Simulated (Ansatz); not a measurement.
Yb:

```
Yb
1.0
     0.00000    2.74310    2.74310
     2.74310    0.00000    2.74310
     2.74310    2.74310    0.00000
Yb
1
Direct
  0.00000 0.00000 0.00000
```

Base run:

| Item | Value |
| --- | --- |
| Program | Ansatz 0.2.0 |
| Functional | PBEsol |
| Potentials or basis | all-electron LAPW, scalar-relativistic |
| Cutoff | 171 eV |
| Density cutoff | 684 eV |
| Basis error allowed | 0.001 eV/atom |
| k mesh | 8 × 8 × 8 |
| Occupations | fermi-dirac, width 0.05 eV |
| Spin | collinear spin, ferromagnetic start |
| Starting moments | [1.0] μB |

Its results: pressure -3.3 GPa; net moment 0.00 μB per cell.

Task: The run is repeated on the same cell with these changes: hubbard terms from none to Yb f U = 2 eV. What comes out?

Result: Pressure -2.5 GPa; net moment 0.00 μB per cell.

Caveats: an open f shell can end in a state above the lowest; the magnetic state may not be the lowest (some runs); U is the effective U less J, on atomic orbitals that reach past the spheres (some runs).

Not every run made on this cell is shown here.
